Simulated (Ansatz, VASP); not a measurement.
## MgS (Niningerite): VASP beside Ansatz

```xyz
2
Lattice="0.0000 2.6016 2.6016 2.6016 0.0000 2.6016 2.6016 2.6016 0.0000" Properties=species:S:1:pos:R:3 pbc="T T T"
Mg    0.0000    0.0000    0.0000
S     2.6016    2.6016    2.6016
```

Alike in both runs: task single point; functional PBE; dispersion D4; k mesh 7 × 7 × 7; no spin polarisation.

```csv
,VASP,Ansatz
version,VASP 6.6.1,Ansatz 0.2.0
potentials or method,"VASP PAW PBE potentials, release 64 (Mg, S)","plane waves, norm-conserving potentials"
plane-wave cutoff (eV),520,1143
occupations,"gaussian, width 0.01 eV",fixed
valence electrons in the cell,8,16
```

VASP gave:

```
gap on the k mesh at the Fermi level (eV) : 2.99
dispersion energy (meV/atom)              : -289.8
```

Question: Estimate Ansatz's values.

Answer: gap on the k mesh at the Fermi level (eV): 3.00; dispersion energy (meV/atom): -290.0.

The two sets of potentials don't hold the same shells in valence.

Caveats: an odd mesh through Γ misses points on the zone boundary, where band edges often lie. As with any semilocal functional, this PBE gap is likely too small.
